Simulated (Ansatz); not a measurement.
Zinc-blende InN (metastable phase), treated with r²SCAN0 in Ansatz (plane waves, PAW).

Numerical settings: plane-wave cutoff 520 eV, 10×10×10 k mesh, Fermi–Dirac smearing 0.01 eV, scalar-relativistic PAW data made under PBE.

On both sides of the equilibrium volume: at 14.824 Å³/atom the pressure is 4.72 GPa and the direct gap at Γ 1.444 eV; at 15.575 Å³/atom they are -3.09 GPa and 1.239 eV. The fitted bulk modulus is 155 GPa.

Task: Work out the volume deformation potential of this gap and its pressure coefficient, in two ways.

Result: a_V = dE_g/d ln V = (1.239 − 1.444)/ln(15.575/14.824) = -4.15 eV. Since dP = −B d ln V, dE_g/dP = −a_V/B = 27 meV/GPa. Straight from the pressures: (1.444 − 1.239)/(4.72 − (-3.09)) = 26 meV/GPa. At this level and over this range the gap at Γ widens under pressure.

Spin–orbit coupling is not included.

Ansatz is a first-principles code.
